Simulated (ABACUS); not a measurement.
Runs of ABACUS 3.10.1 on Si. The structure is hexagonal, space group P6_3/mmc (No. 194). The conventional cell has a = 3.831 Å, b = 3.831 Å, c = 6.333 Å, α = 90.00°, β = 90.00°, γ = 120.00°. Si (site symmetry 3m) is surrounded by 4 Si at 2.35 to 2.37 Å. This isn't the form of Si at room conditions, which is diamond.

| task | level | potentials or basis | cutoff (eV) | gap on the mesh (eV) | pressure (GPa) | largest force (eV/Å) |
| --- | --- | --- | --- | --- | --- | --- |
| single point | PBE | Ansatz NC PBE, plane waves | 490 | 0.41 | 1.4 | 0.01 |
| single point | PBE | SPMS ONCV 1.0 PBE, plane waves | 816 | 0.41 | 1.4 | 0.01 |
| single point | PBE | PseudoDojo NC SR 0.4.1 PBE standard, plane waves | 490 | 0.41 | 1.4 | 0.01 |
| single point | PBEsol | PseudoDojo NC SR 0.4.1 PBE standard, plane waves | 490 | 0.28 | (a) | 0.01 |

Alike in all rows: no spin polarisation; cell as given; k mesh 6 × 6 × 3; smearing fermi-dirac 0.05 eV.

Q: Fill in the values left out.

A: (a) 0.2.

Caveats: an odd mesh through Γ misses points on the zone boundary, where band edges often lie; the potentials were made for another functional, which shifts forces and pressure (some runs).
